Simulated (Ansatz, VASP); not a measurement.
As in VASP and in Ansatz

Contents of INCAR:

```
ALGO     = Normal         # electronic algorithm
EDIFF    = 1E-6           # SCF threshold, eV
ENCUT    = 520            # plane-wave cutoff, eV
GGA      = PE             # functional
ISIF     = 2              # what is computed and relaxed
ISMEAR   = -1             # smearing method
LASPH    = T              # aspherical terms in the spheres
LCHARG   = F              # write CHGCAR
LREAL    = F              # projectors in reciprocal space
LWAVE    = F              # write WAVECAR
NBANDS   = 12             # bands
NELM     = 60             # most SCF steps
PREC     = Accurate       # precision mode
SIGMA    = 0.03           # smearing width, eV
```

The input KPOINTS:

```
k-points
0
Gamma
  11 11 11
```

The input POSCAR:

```
As
1.0
    1.8797494575      1.0852738553      3.4857700000
   -1.8797494575      1.0852738553      3.4857700000
    0.0000000000     -2.1705477106      3.4857700000
As
2
Direct
    0.2275400000      0.2275400000      0.2275400000
    0.7724600000      0.7724600000      0.7724600000
```

Input for Ansatz:

```yaml
crystal:
  lattice:
    - [1.8797494575, 1.0852738553, 3.48577]
    - [-1.8797494575, 1.0852738553, 3.48577]
    - [0.0, -2.1705477106, 3.48577]
  atoms:
    - { symbol: As, position: [0.22754, 0.22754, 0.22754] }
    - { symbol: As, position: [0.77246, 0.77246, 0.77246] }
kpoints:
  mp_grid: { grid: [11, 11, 11] }
  band_path:
    path:
      - [0.0, 0.0, 0.0]
      - [0.5, 0.5, 0.5]
      - [0.768709909, 0.231290091, 0.5]
      - [0.5, -0.231290091, 0.231290091]
      - [0.5, 0.0, 0.0]
      - [0.0, 0.0, 0.0]
      - [0.3656450455, -0.3656450455, 0.0]
      - [0.6343549545, 0.0, 0.3656450455]
      - [0.5, 0.0, 0.5]
    npoints: 5
scf:
  occupations: { method: fermi_dirac, width: 0.03 }
hamiltonian:
  xc: pbe
  pseudopotentials:
    kind: all_electron
    lapw: { basis_error: 0.00025 }
    relativity: none
output:
  forces: true
  stress: true
  eigenvalues: true
```

Alike in both runs: task single point; functional PBE; k mesh 11 × 11 × 11; occupations fermi-dirac, width 0.03 eV; no spin polarisation.

|  | VASP | Ansatz |
| --- | --- | --- |
| version | VASP 6.6.1 | Ansatz 0.2.0 |
| potentials or method | VASP PAW PBE potentials, release 64 (As) | all-electron LAPW, non-relativistic |
| plane-wave cutoff (eV) | 520 | see its input |

Ansatz gave:

- pressure (GPa): 3.8
- largest component of the traceless stress (GPa): 0.96
- rms of the force components (eV/Å): 0.143

Problem. Which values does VASP return?

Solution. Pressure (GPa): 3.9; largest component of the traceless stress (GPa): 0.82; rms of the force components (eV/Å): 0.161.

Atom by atom the forces differ by 0.017 eV/Å (rms over components). Ansatz ran all-electron here, so the differences hold the error of VASP's frozen core and of both bases.
